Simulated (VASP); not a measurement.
# Interstitial C in a supercell of Ta, part 4 of 4

Aim: the formation energy and local structure of interstitial C in Ta.

VASP 6.6.1, plane waves and PAW; the level of theory is named at each step.

So far. Step 4 (Reference C): The run ended after 3 ionic steps, 0.007 eV below its first step, once forces and stress met EDIFFG = -0.02. Step 4 (Reference C): Energy at zero smearing: -19.26447 eV.

## 5. The defect cell

This step: PBEsol; plane waves and PAW (Ta, C) (VASP 6.6.1).

System of this step: Ta54C. The cell holds 55 atoms: 54 Ta and 1 C. Cell: a = 9.825 Å, b = 9.825 Å, c = 9.825 Å, α = 90.0°, β = 90.0°, γ = 90.0°. It derives from Ta. Nearest the centre at fractional (0.167, 0.083, 0.000): C55 at 0.00 Å, Ta2 at 1.83 Å, Ta1 at 1.83 Å, Ta6 at 1.83 Å, Ta34 at 1.83 Å, Ta29 at 2.95 Å, Ta52 at 2.95 Å, Ta7 at 2.95 Å.

The host is treated as a metal, since its gap is under 0.3 eV or closed. The run keeps 8 symmetry operations, which cuts the number of k-points but bars distortions that break them. The atoms relax at the host's fixed cell.

Input file INCAR:

```
SYSTEM = Ta54C
PREC = Normal
ENCUT = 400
EDIFF = 1E-05
NELM = 120
ISMEAR = 1
SIGMA = 0.2
LREAL = Auto
ALGO = Fast
GGA = PS
NBANDS = 176
LASPH = .TRUE.
LORBIT = 11
LWAVE = .FALSE.
LCHARG = .TRUE.
KPAR = 4
NCORE = 2
IBRION = 2
NSW = 50
ISIF = 2
EDIFFG = -0.03
POTIM = 0.4
MAXMIX = 40
ISYM = 2
```

Input file POSCAR:

```
Ta54C
1.0
    9.8251090386      0.0000000000      0.0000000000
    0.0000000000      9.8251090386      0.0000000000
    0.0000000000      0.0000000000      9.8251090386
Ta C
54 1
Direct
    0.0000000000      0.0000000000      0.0000000000
    0.3333333300      0.0000000000      0.0000000000
    0.6666666700      0.0000000000      0.0000000000
    0.0000000000      0.3333333300      0.0000000000
    0.0000000000      0.0000000000      0.3333333300
    0.1666666700      0.1666666700      0.1666666700
    0.3333333300      0.3333333300      0.0000000000
    0.3333333300      0.0000000000      0.3333333300
    0.5000000000      0.1666666700      0.1666666700
    0.6666666700      0.3333333300      0.0000000000
    0.6666666700      0.0000000000      0.3333333300
    0.8333333300      0.1666666700      0.1666666700
    0.0000000000      0.6666666700      0.0000000000
    0.0000000000      0.3333333300      0.3333333300
    0.1666666700      0.5000000000      0.1666666700
    0.3333333300      0.6666666700      0.0000000000
    0.0000000000      0.0000000000      0.6666666700
    0.1666666700      0.1666666700      0.5000000000
    0.3333333300      0.3333333300      0.3333333300
    0.5000000000      0.5000000000      0.1666666700
    0.6666666700      0.6666666700      0.0000000000
    0.3333333300      0.0000000000      0.6666666700
    0.5000000000      0.1666666700      0.5000000000
    0.6666666700      0.3333333300      0.3333333300
    0.8333333300      0.5000000000      0.1666666700
    0.6666666700      0.0000000000      0.6666666700
    0.8333333300      0.1666666700      0.5000000000
    0.0000000000      0.6666666700      0.3333333300
    0.1666666700      0.8333333300      0.1666666700
    0.0000000000      0.3333333300      0.6666666700
    0.1666666700      0.5000000000      0.5000000000
    0.3333333300      0.6666666700      0.3333333300
    0.5000000000      0.8333333300      0.1666666700
    0.1666666700      0.1666666700      0.8333333300
    0.3333333300      0.3333333300      0.6666666700
    0.5000000000      0.5000000000      0.5000000000
    0.6666666700      0.6666666700      0.3333333300
    0.8333333300      0.8333333300      0.1666666700
    0.5000000000      0.1666666700      0.8333333300
    0.6666666700      0.3333333300      0.6666666700
    0.8333333300      0.5000000000      0.5000000000
    0.8333333300      0.1666666700      0.8333333300
    0.0000000000      0.6666666700      0.6666666700
    0.1666666700      0.8333333300      0.5000000000
    0.1666666700      0.5000000000      0.8333333300
    0.3333333300      0.6666666700      0.6666666700
    0.5000000000      0.8333333300      0.5000000000
    0.5000000000      0.5000000000      0.8333333300
    0.6666666700      0.6666666700      0.6666666700
    0.8333333300      0.8333333300      0.5000000000
    0.8333333300      0.5000000000      0.8333333300
    0.1666666700      0.8333333300      0.8333333300
    0.5000000000      0.8333333300      0.8333333300
    0.8333333300      0.8333333300      0.8333333300
    0.1666666700      0.0833333300      1.0000000000
```

Input file KPOINTS:

```
Automatic mesh
0
Monkhorst-Pack
4 4 4
0 0 0
```

Potentials, in the order of the species: Ta and C (PBE family, release 64).

On the command line:

```bash
mpirun -np 8 vasp_std
```

The log of the run:

```text
[banner, memory and clock lines left out]
running    8 mpi-ranks, on    1 nodes
 distrk:  each k-point on    2 cores,    4 groups
 distr:  one band on    2 cores,    1 groups

 POSCAR found type information on POSCAR TaC
 POSCAR found :  2 types and      55 ions
 [... a notice as in an earlier step ...]

 LDA part: xc-table for (Slater+PW92), standard interpolation
 POSCAR, INCAR and KPOINTS ok, starting setup
 FFT: planning ... GRIDC
 FFT: planning ... GRID_SOFT
 FFT: planning ... GRID
 WAVECAR not read
 entering main loop
       N       E                     dE             d eps       ncg     rms          rms(c)
DAV:   1     0.449227665317E+03    0.44923E+03   -0.96653E+04  2112   0.109E+03
DAV:   2    -0.613735983640E+03   -0.10630E+04   -0.10167E+04  2504   0.195E+02
DAV:   3    -0.713953602659E+03   -0.10022E+03   -0.89200E+02  3000   0.479E+01
DAV:   4    -0.719102587356E+03   -0.51490E+01   -0.49395E+01  2936   0.113E+01
DAV:   5    -0.719254166268E+03   -0.15158E+00   -0.15034E+00  3176   0.198E+00    0.112E+02
RMM:   6    -0.695720210853E+03    0.23534E+02   -0.32122E+01  2115   0.941E+00    0.552E+01
RMM:   7    -0.691072114704E+03    0.46481E+01   -0.30530E+01  2123   0.904E+00    0.942E+00
RMM:   8    -0.687017790292E+03    0.40543E+01   -0.77566E+00  2121   0.460E+00    0.366E+00
RMM:   9    -0.686877134662E+03    0.14066E+00   -0.27509E+00  2400   0.240E+00    0.179E+00
RMM:  10    -0.686870459795E+03    0.66749E-02   -0.63631E-01  2553   0.113E+00    0.120E+00
RMM:  11    -0.686863161660E+03    0.72981E-02   -0.11329E-01  2497   0.497E-01    0.760E-01
RMM:  12    -0.686866085193E+03   -0.29235E-02   -0.45268E-02  2359   0.311E-01    0.350E-01
RMM:  13    -0.686863376387E+03    0.27088E-02   -0.11485E-02  2429   0.159E-01    0.210E-01
RMM:  14    -0.686862177167E+03    0.11992E-02   -0.62915E-03  2652   0.924E-02    0.921E-02
RMM:  15    -0.686862265307E+03   -0.88141E-04   -0.23660E-03  2874   0.547E-02    0.470E-02
RMM:  16    -0.686862237670E+03    0.27637E-04   -0.33430E-04  2317   0.262E-02    0.280E-02
RMM:  17    -0.686862224912E+03    0.12758E-04   -0.14213E-04  2471   0.159E-02    0.125E-02
RMM:  18    -0.686862221554E+03    0.33581E-05   -0.26750E-05  1379   0.803E-03
   1 F= -.68686222E+03 E0= -.68685131E+03  d E =-.686862E+03
 curvature:   0.00 expect dE= 0.000E+00 dE for cont linesearch  0.000E+00
 trial: gam= 0.00000 g(F)=  0.889E+01 g(S)=  0.000E+00 ort = 0.000E+00 (trialstep = 0.100E+01)
 search vector abs. value=  0.889E+01
 bond charge predicted
       N       E                     dE             d eps       ncg     rms          rms(c)
DAV:   1    -0.689312160364E+03   -0.24499E+01   -0.60222E+02  2112   0.455E+01    0.121E+01
RMM:   2    -0.689018390655E+03    0.29377E+00   -0.14551E+01  2128   0.733E+00    0.656E+00
RMM:   3    -0.689111499380E+03   -0.93109E-01   -0.79941E+00  2786   0.371E+00    0.390E+00
RMM:   4    -0.689049027638E+03    0.62472E-01   -0.10713E+00  2465   0.153E+00    0.255E+00
RMM:   5    -0.689044727248E+03    0.43004E-02   -0.28643E-01  2760   0.688E-01    0.173E+00
RMM:   6    -0.689037409171E+03    0.73181E-02   -0.81836E-02  2413   0.409E-01    0.400E-01
RMM:   7    -0.689033716255E+03    0.36929E-02   -0.22962E-02  2533   0.216E-01    0.227E-01
RMM:   8    -0.689033793907E+03   -0.77652E-04   -0.93149E-03  2754   0.120E-01    0.101E-01
RMM:   9    -0.689033799697E+03   -0.57906E-05   -0.16497E-03  2777   0.535E-02    0.589E-02
RMM:  10    -0.689033759556E+03    0.40142E-04   -0.46782E-04  2688   0.261E-02    0.221E-02
RMM:  11    -0.689033769700E+03   -0.10145E-04   -0.17645E-04  2546   0.159E-02    0.126E-02
RMM:  12    -0.689033768540E+03    0.11604E-05   -0.18142E-05  1337   0.702E-03
   2 F= -.68903377E+03 E0= -.68901909E+03  d E =-.217155E+01
[... from here on, the cycles between the ionic steps are left out ...]
   3 F= -.68950203E+03 E0= -.68948896E+03  d E =-.263981E+01
   4 F= -.68950197E+03 E0= -.68948876E+03  d E =-.263975E+01
   5 F= -.68965614E+03 E0= -.68964272E+03  d E =-.154171E+00
   6 F= -.68973231E+03 E0= -.68971855E+03  d E =-.230342E+00
   7 F= -.68973567E+03 E0= -.68972185E+03  d E =-.233706E+00
   8 F= -.68975448E+03 E0= -.68974069E+03  d E =-.188040E-01
   9 F= -.68976417E+03 E0= -.68975032E+03  d E =-.284947E-01
  10 F= -.68977355E+03 E0= -.68975993E+03  d E =-.938148E-02
  11 F= -.68977522E+03 E0= -.68976168E+03  d E =-.110506E-01
  12 F= -.68978049E+03 E0= -.68976675E+03  d E =-.527296E-02
  13 F= -.68978105E+03 E0= -.68976724E+03  d E =-.582984E-02
  14 F= -.68978109E+03 E0= -.68976726E+03  d E =-.586798E-02
 curvature:  -2.25 expect dE=-0.322E-02 dE for cont linesearch -0.157E-05
 trial: gam= 0.39089 g(F)=  0.144E-02 g(S)=  0.000E+00 ort =-0.780E-04 (trialstep = 0.180E+01)
 search vector abs. value=  0.271E-02
 bond charge predicted
       N       E                     dE             d eps       ncg     rms          rms(c)
DAV:   1    -0.689782253710E+03   -0.11717E-02   -0.61828E-01  2112   0.151E+00    0.138E-01
RMM:   2    -0.689782368695E+03   -0.11499E-03   -0.55825E-03  2224   0.141E-01    0.691E-02
RMM:   3    -0.689782546130E+03   -0.17743E-03   -0.27513E-03  2774   0.629E-02    0.489E-02
RMM:   4    -0.689782519789E+03    0.26341E-04   -0.53581E-04  2705   0.310E-02    0.272E-02
RMM:   5    -0.689782526208E+03   -0.64186E-05   -0.12262E-04  2390   0.143E-02    0.262E-02
RMM:   6    -0.689782514963E+03    0.11245E-04   -0.19765E-05  1260   0.717E-03    0.144E-02
RMM:   7    -0.689782513324E+03    0.16386E-05   -0.17597E-05  1253   0.619E-03
  15 F= -.68978251E+03 E0= -.68976861E+03  d E =-.142717E-02
 trial-energy change:   -0.001427  1 .order   -0.001358   -0.002530   -0.000187
 step:   1.9218(harm=  1.9445)  dis= 0.00576  next Energy=  -689.782520 (dE=-0.143E-02)
 reached required accuracy - stopping structural energy minimisation
```

It took 6.1 min on 8 MPI ranks of AMD EPYC 9R45, shared host; peak memory 3.4 GiB; 41 min of CPU time.

From OUTCAR (step 5):

```text
   k-points           NKPTS =      6   k-points in BZ     NKDIM =      6   number of bands    NBANDS=    176

   NELECT =     274.0000    total number of electrons

 E-fermi :   5.8961

 k-point     1 :       0.1250    0.1250    0.1250
  band No.  band energies     occupation
    ...
    131       5.8271      1.54760
    132       5.8613      1.28961
    133       5.8655      1.25572
    134       5.8904      1.04866
    135       5.9496      0.56459
    136       5.9734      0.39729
    137       5.9910      0.28875
    138       5.9971      0.25449
    139       6.0177      0.15315
    140       6.0478      0.04284
    ...

  Total       13.7867482      4.1340981     13.7867482      0.0000000      0.0000000      0.0000000
  in kB       23.2895067      6.9835979     23.2895067      0.0000000      0.0000000      0.0000000
  external PRESSURE =      17.8542038 kB  Pullay stress =       0.0000000 kB

 POSITION                                       TOTAL-FORCE (eV/Angst)
 -----------------------------------------------------------------------------------
      9.60370      9.77801      0.00000         0.006092      0.005967     -0.000000
      3.49645      9.77801      0.00000        -0.006092      0.005967     -0.000000
      6.55007      9.79687      0.00000        -0.000000      0.000698     -0.000000
      0.00469      3.24710      0.00000        -0.000146      0.017426     -0.000000
      9.80398      9.81380      3.30480        -0.005580      0.002179      0.005125
      1.63752      1.68461      1.85893        -0.000000     -0.005967     -0.006092
      3.27035      3.24710      0.00000         0.000146      0.017426     -0.000000
      3.29617      9.81380      3.30480         0.005580      0.002179      0.005125
      4.94231      1.64883      1.65865         0.005125     -0.002179      0.005580
      6.55007      3.26216      0.00000        -0.000000     -0.013829     -0.000000
      6.55007      9.82189      3.29110        -0.000000     -0.006285      0.009357
      8.15783      1.64883      1.65865        -0.005125     -0.002179      0.005580
      0.00683      6.56273      0.00000        -0.010366     -0.009342     -0.000000
      9.77882      3.32376      3.31196         0.005681      0.002284      0.006692
      1.63752      4.89990      1.63069        -0.000000      0.009342      0.010366
      3.26821      6.56273      0.00000         0.010366     -0.009342     -0.000000
      9.80398      9.81380      6.52031        -0.005580      0.002179     -0.005125
      1.63752      1.66575      4.91255        -0.000000     -0.000698     -0.000000
      3.32132      3.32376      3.31196        -0.005681      0.002284      0.006692
      4.89843      4.90635      1.61233         0.001666     -0.003073     -0.000435
      6.55007      6.52636      0.00000        -0.000000     -0.017247     -0.000000
      3.29617      9.81380      6.52031         0.005580      0.002179     -0.005125
      4.92862      1.64074      4.91255         0.009357      0.006285     -0.000000
      6.55007      3.27502      3.26780        -0.000000     -0.003124      0.005536
[...]
-----------------------------------------------------------------------------------
    total drift:                               -0.000005      0.000001     -0.000000

  FREE ENERGIE OF THE ION-ELECTRON SYSTEM (eV)
  ---------------------------------------------------
  free  energy   TOTEN  =      -689.7825133241 eV

  energy  without entropy=     -689.7408103231  energy(sigma->0) =     -689.76861232

[... 5 parts as in an earlier step ...]

[... 12 further parts left out ...]
```

The run keeps the 8 symmetry operations of its start, so it cannot find a distortion of lower symmetry.

Step by step:

```
step  energy less that of the first step (eV)  largest force (eV/Å)
   1                                   0.0000                7.5313
   2                                  -2.1715                2.4115
   3                                  -2.6398                0.6850
   4                                  -2.6397                0.6966
   5                                  -2.7939                0.3856
   6                                  -2.8701                0.1598
   7                                  -2.8735                0.1998
   8                                  -2.8923                0.1361
   9                                  -2.9019                0.1233
  10                                  -2.9113                0.0807
  11                                  -2.9130                0.1319
  12                                  -2.9183                0.0466
  13                                  -2.9188                0.0435
  14                                  -2.9189                0.0457
  15                                  -2.9203                0.0174
```

The atoms that moved most (Å):

```
atom      dx      dy      dz  length
 Ta6   0.000   0.047   0.221   0.226
Ta34   0.000   0.047  -0.221   0.226
 Ta2   0.221  -0.047   0.000   0.226
 Ta1  -0.221  -0.047   0.000   0.226
Ta19   0.046   0.049   0.037   0.077
Ta14  -0.046   0.049   0.037   0.077
Ta35   0.046   0.049  -0.037   0.077
Ta30  -0.046   0.049  -0.037   0.077
```

This step gave:

- electronic cycles: 108
- electrons: 274
- free energy (TOTEN): -689.7825 eV
- energy at zero smearing: -689.7686 eV
- Fermi energy: 5.896 eV
- labelled metallic, from the levels on this mesh: yes

Valence density in the bc plane at fractional x = 0.167, through the centre, with atoms of Ta and C within 0.45 Å of it. It is the smooth field of the valence electrons, not physical close to the nuclei.

Values in e/Å³, 13 rows by 16 columns, each cell a mean:
```
0.7 1.3 0.8 0.3 0.2 0.2 0.3 0.3 0.3 0.3 0.2 0.2 0.3 0.3 0.2 0.2
0.2 0.4 0.4 0.4 0.3 0.2 0.3 0.4 0.4 0.3 0.2 0.2 0.4 0.4 0.3 0.2
0.2 0.3 0.4 0.4 0.3 0.2 0.3 0.4 0.4 0.3 0.2 0.3 0.3 0.4 0.4 0.2
0.2 0.3 0.3 0.3 0.3 0.2 0.2 0.3 0.3 0.3 0.2 0.3 0.3 0.3 0.3 0.2
0.2 0.3 0.3 0.3 0.2 0.2 0.2 0.2 0.2 0.2 0.2 0.2 0.2 0.2 0.2 0.2
0.2 0.3 0.4 0.3 0.3 0.2 0.3 0.3 0.3 0.3 0.2 0.3 0.3 0.3 0.3 0.2
0.2 0.3 0.4 0.4 0.3 0.2 0.3 0.4 0.4 0.3 0.2 0.2 0.4 0.4 0.4 0.2
0.2 0.3 0.3 0.3 0.3 0.2 0.3 0.3 0.3 0.3 0.2 0.3 0.3 0.3 0.3 0.2
0.2 0.3 0.3 0.3 0.2 0.2 0.2 0.2 0.2 0.2 0.2 0.2 0.2 0.2 0.2 0.2
0.2 0.3 0.3 0.4 0.3 0.2 0.3 0.3 0.3 0.3 0.2 0.3 0.3 0.3 0.3 0.3
0.2 0.3 0.4 0.4 0.3 0.2 0.3 0.4 0.4 0.3 0.2 0.2 0.3 0.4 0.4 0.2
0.3 0.5 0.5 0.3 0.3 0.2 0.3 0.4 0.4 0.3 0.2 0.2 0.3 0.4 0.3 0.2
0.9 1.5 0.9 0.3 0.2 0.2 0.2 0.2 0.2 0.2 0.2 0.2 0.2 0.2 0.2 0.3
```
Columns run along b (9.8 Å), rows up along c (9.8 Å). Atoms in or near the plane, at fractional coordinates: Ta at (0.17, 0.19), Ta at (0.50, 0.17), Ta at (0.17, 0.50), Ta at (0.84, 0.17), Ta at (0.50, 0.50), Ta at (0.17, 0.81), Ta at (0.83, 0.50), Ta at (0.50, 0.83), Ta at (0.84, 0.83), C at (0.08, 0.00).

The run ended after 15 ionic steps, 2.920 eV below its first step, once the forces on the free atoms met EDIFFG = -0.03.

C hardly moves from its start, within the 8 symmetry operations kept, and its nearest atoms are 4 Ta at 2.05 Å.

## 6. Putting the energies together

This step: point defect, PBEsol; plane waves and PAW (VASP 6.6.1).

No new run; the numbers come from the runs before.

Numbers from this step:

- formation energy of the neutral defect: 0.6456 eV

Formation energy:

```
formation energy (eV)  largest move (Å)
               0.6456            0.2264
```

E_f is E(defect cell) less E(perfect cell), corrected for the atoms exchanged with their references.

References, in eV an atom: C -9.632 (crystal Fd-3m) and Ta -12.607 (the host). They were run at the supercell's cutoff and functional, without U, and count both elements from their own phases.

## 7. Results

- formation energy at charge 0: 0.646 eV

**Reading.** Interstitial C costs 0.65 eV at the one site run, which need not be the lowest, with every exchanged atom at the energy of its element. C hardly moves from its start, within the 8 symmetry operations kept, and its nearest atoms are 4 Ta at 2.05 Å. With metallic smearing the value can move by tenths of an eV with the k mesh. Carbon counts from diamond, not from graphite, the stable form. The supercell of 54 atoms is small, so interactions between images remain.

[Lines on the potential files, build, host, timing and source positions are cut from VASP's logs without a mark.]

[Logs are printed without paths, hosts, clocks, repeated set-up lines and the standing remarks that a program may print on its own settings, such as how far it seeks lower states.]

[Hosts, paths, dates, database ids (printed as entryN), source tags and the programs' standing remarks are cut or masked in the printed files.]

[In band tables of VASP the shares of atoms and orbitals are scaled to a sum of 1 inside the atoms' spheres.]

[Runs that stopped without an error message from VASP are left out.]
